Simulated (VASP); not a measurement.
A run of VASP 6.6.1:

INCAR

```
  PREC = Accurate
  ENCUT = 520
  EDIFF = 1E-7
  ISMEAR = 0
  SIGMA = 0.1
  LREAL = False
  LASPH = True
  NELM = 150
  ALGO = Normal
  ISIF = 3
  LWAVE = False
  LCHARG = False
  ISPIN = 2
  MAGMOM = 5 0
  LORBIT = 11
  LMAXMIX = 4
  LDAU = True
  LDAUTYPE = 2
  LDAUL = 2 -1
  LDAUU = 1.9 0
  LDAUJ = 0 0
  LDAUPRINT = 1
  GGA = PE
  IBRION = 2
  NSW = 80
  EDIFFG = -0.002
  PSTRESS = 200.0
```

Contents of KPOINTS:

```
Automatic mesh
0
Gamma
  14 14 14
```

POSCAR

```
MnS                                     
1.0
    0.0000000000      2.4413964148      2.4413964148
    2.4413964148      0.0000000000      2.4413964148
    2.4413964148      2.4413964148      0.0000000000
  Mn              S             
     1     1
Direct
     0.0000000000000000    0.0000000000000000    0.0000000000000000
     0.5000000000000000    0.5000000000000000    0.5000000000000000
```

Potentials or basis: VASP PAW PBE potentials, release 64 (Mn_pv, S).

Run with:

```bash
$ cat potpaw_PBE.64/Mn_pv/POTCAR potpaw_PBE.64/S/POTCAR > POTCAR
$ mpirun -np 1 vasp_std > vasp.out
```

Hardware: 1 thread of Intel(R) Xeon(R) Platinum 8259CL CPU @ 2.50GHz (Skylake/Cascade Lake), on a shared host.

Estimate the wall time of this run.

Wall time 110 s on 1 thread of Intel(R) Xeon(R) Platinum 8259CL CPU @ 2.50GHz (Skylake/Cascade Lake) (shared host), peak memory 0.22 GiB. Counts: scf iterations 16, k points 104, ion steps 1.
